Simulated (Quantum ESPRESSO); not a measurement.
BaZrO3 under changes of volume

One of the cells (14.726 Å³/atom); the others are scaled copies at fixed shape and fractional positions:

```
Ba Zr O
1.0
     4.19134    0.00000    0.00000
     0.00000    4.19134    0.00000
     0.00000    0.00000    4.19134
Ba Zr O
1 1 3
Direct
  0.00000 0.00000 0.00000
  0.50000 0.50000 0.50000
  0.50000 0.50000 0.00000
  0.50000 0.00000 0.50000
  0.00000 0.50000 0.50000
```

* Program: Quantum ESPRESSO 7.5
* Functional: LDA
* Potentials or basis: GBRV 1.5 LDA
* Cutoff: 612 eV
* Density cutoff: 4898 eV
* k mesh: 6 × 6 × 6
* Occupations: fermi-dirac, width 0.05 eV
* Spin: no spin polarisation

```csv
volume (Å³/atom),energy over the lowest point (meV/atom),pressure (GPa),gap on the mesh (eV)
13.843,9.66,6.5,3.25
14.137,1.26,2.4,3.21
14.432,0.00,-1.3,3.16
14.726,5.15,-4.5,3.12
15.021,16.06,-7.5,3.08
15.315,?,?,?
15.610,52.57,-12.4,2.99
```

Task: What does the run at 15.315 Å³/atom give?

Result: Energy over the lowest point 32.03 meV/atom; pressure -10.1 GPa; gap on the mesh 3.04 eV.

Worked out: A Birch-Murnaghan fit of order 3 (a polynomial in V^(-2/3)) to the other rows has its minimum at 14.34 Å³/atom with B0 = V·E''(V) = 176 GPa and B' = 4.6. It gives 32.00 meV/atom at 15.315 Å³/atom, against the run's 32.03, and -dE/dV = -10.0 GPa, against -10.1. A straight line through the other rows of the gap, of slope -2.16 eV per unit of ln V, gives 3.03 eV, against the run's 3.04.

Energies are extrapolated to zero smearing.

Caveats: spin-orbit coupling is left out, which moves the levels of the heavy elements.

A mesh can miss the band edges.
